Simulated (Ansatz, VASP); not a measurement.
**KI in VASP and in Ansatz**

```
K I
1.0
     0.00000    3.80651    3.80651
     3.80651    0.00000    3.80651
     3.80651    3.80651    0.00000
K I
1 1
Direct
  0.00000 0.00000 0.00000
  0.50000 0.50000 0.50000
```

Change from the starting cell: strain +0.080 along x and y, +0.080 along z, atoms carried along.

Alike in both runs: task single point; functional PBE; k mesh 6 × 6 × 6; occupations gaussian, width 0.05 eV; no spin polarisation.

|  | VASP | Ansatz |
| --- | --- | --- |
| version | VASP 6.6.1 | Ansatz 0.2.0 |
| potentials or method | VASP PAW PBE potentials, release 64 (K_sv, I) | scalar-relativistic, plane waves, PAW |
| plane-wave cutoff (eV) | 520 | 420 |
| valence electrons in the cell | 16 | 26 |

|  | VASP | Ansatz | Ansatz less VASP |
| --- | --- | --- | --- |
| gap on the k mesh at the Fermi level (eV) | 3.51 | 3.51 | +0.003 |
| least direct gap on the mesh (eV) | 3.51 | 3.51 | +0.003 |
| pressure (GPa) | -1.2 | -1.2 | -0.01 |

The two sets of potentials don't hold the same shells in valence.

Caveats: spin-orbit coupling is left out, which moves the levels of the heavy elements.
